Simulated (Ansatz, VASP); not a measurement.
# Two plane-wave programs on CdS

The input INCAR:

```
ALGO     = Normal         # electronic algorithm
EDIFF    = 1E-6           # SCF threshold, eV
ENCUT    = 520            # plane-wave cutoff, eV
GGA      = PE             # functional
ISIF     = 2              # what is computed and relaxed
ISMEAR   = -1             # smearing method
LASPH    = T              # aspherical terms in the spheres
LCHARG   = F              # write CHGCAR
LREAL    = F              # projectors in reciprocal space
LWAVE    = F              # write WAVECAR
NBANDS   = 16             # bands
NELM     = 100            # most SCF steps
PREC     = Accurate       # precision mode
SIGMA    = 0.05           # smearing width, eV
```

Contents of KPOINTS:

```
k-points
0
Gamma
  14 14 14
```

File POSCAR:

```
CdS
1.0
    3.2176537296      0.0000000000      0.0000000000
    0.0000000000      3.2176537296      0.0000000000
    0.0000000000      0.0000000000      3.2176537296
Cd S
1 1
Direct
    0.0000000000      0.0000000000      0.0000000000
    0.5000000000      0.5000000000      0.5000000000
```

Input for Ansatz:

```yaml
crystal:
  lattice:
    - [3.2176537296, 0.0, 0.0]
    - [0.0, 3.2176537296, 0.0]
    - [0.0, 0.0, 3.2176537296]
  atoms:
    - { symbol: Cd, position: [0.0, 0.0, 0.0] }
    - { symbol: S, position: [0.5, 0.5, 0.5] }
kpoints:
  mp_grid: { grid: [14, 14, 14] }
scf:
  occupations: { method: fermi_dirac, width: 0.05 }
hamiltonian:
  xc: pbe
  pseudopotentials: { kind: paw }
output:
  forces: true
  stress: true
  eigenvalues: true
  populations: true
```

Change from the starting cell: volume scaled by 0.84, PAW files.

Alike in both runs: task single point; functional PBE; k mesh 14 × 14 × 14; occupations fermi-dirac, width 0.05 eV; no spin polarisation.

|  | VASP | Ansatz |
| --- | --- | --- |
| version | VASP 6.6.1 | Ansatz 0.2.0 |
| potentials or method | VASP PAW PBE potentials, release 64 (Cd, S) | PAW with Ansatz's default frozen-core files, scalar-relativistic |
| plane-wave cutoff (eV) | 520 | 420 |
| valence electrons in the cell | 18 | 26 |

|  | VASP | Ansatz | Ansatz less VASP |
| --- | --- | --- | --- |
| pressure (GPa) | 19.0 | 18.2 | -0.74 |

The two sets of potentials don't hold the same shells in valence.

Caveats: so large a pressure means that the cell lies far from this level's equilibrium, or that cutoff or potentials fall short (VASP).
